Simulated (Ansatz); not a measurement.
# La2O3: frozen-core PAW against all-electron methods

```
La O
1.0
     3.93000    0.00000    0.00000
    -1.96500    3.40348    0.00000
     0.00000    0.00000    6.12000
La O
2 3
Direct
  0.33333 0.66667 0.25000
  0.66667 0.33333 0.75000
  0.25000 0.25000 0.00000
  0.75000 0.00000 0.00000
  0.00000 0.75000 0.00000
```

Atom numbers follow the list: La1, La2, O3, O4, O5.

The geometry is COD entry 1010278, unchecked; take it as a test cell. It is an old determination, and later ones may differ.

No spin–orbit coupling, which matters for the heavy atoms here.

Levels of theory: DFT, PBE, PAW with Ansatz's default frozen-core files, scalar-relativistic (Ansatz 0.2.0); DFT, PBE, all-electron PAW with datasets made for the crystal, scalar-relativistic (Ansatz 0.2.0); DFT, PBE, all-electron LAPW, scalar-relativistic (Ansatz 0.2.0).

For PAW: a Γ-centred 6×6×4 k mesh, Fermi–Dirac smearing of 0.02 eV, cutoff 420 eV, no spin polarisation; the mesh is coarse along some axis. The crystal-made all-electron datasets (AE datasets) take a cutoff of 520 eV at this cell. LAPW targets a basis error of 1 meV/atom. The Ansatz runs share mesh, smearing and spin set-up. Plane-wave (PAW) pressures include the program's estimate of the Pulay term.

Stress and pressure are positive in compression.

Levels count from the Fermi level.

```tsv
quantity	PAW	AE datasets	LAPW
pressure (GPa)	41.58	41.48	41.48
stress xx (GPa)	53.08	53.00	53.00
stress zz (GPa)	?	18.45	18.45
force on La1, z (eV/Å)	?	1.390	1.390
force on O3, y (eV/Å)	6.732	6.733	6.732
highest filled level at A (eV)	?	-0.295	-0.295
lowest empty level at A (eV)	0.920	0.920	0.920
highest filled level at L (eV)	-0.103	-0.102	-0.102
lowest empty level at L (eV)	0.584	0.584	0.584
```

(1) What belongs in the row "highest filled level at A (eV)", column "PAW"?

(2) Give the missing entry: row "stress zz (GPa)", column "PAW".

(3) Give the missing entry: row "force on La1, z (eV/Å)", column "PAW".

Results:

(1) -0.290.

(2) 18.57.

(3) 1.419.
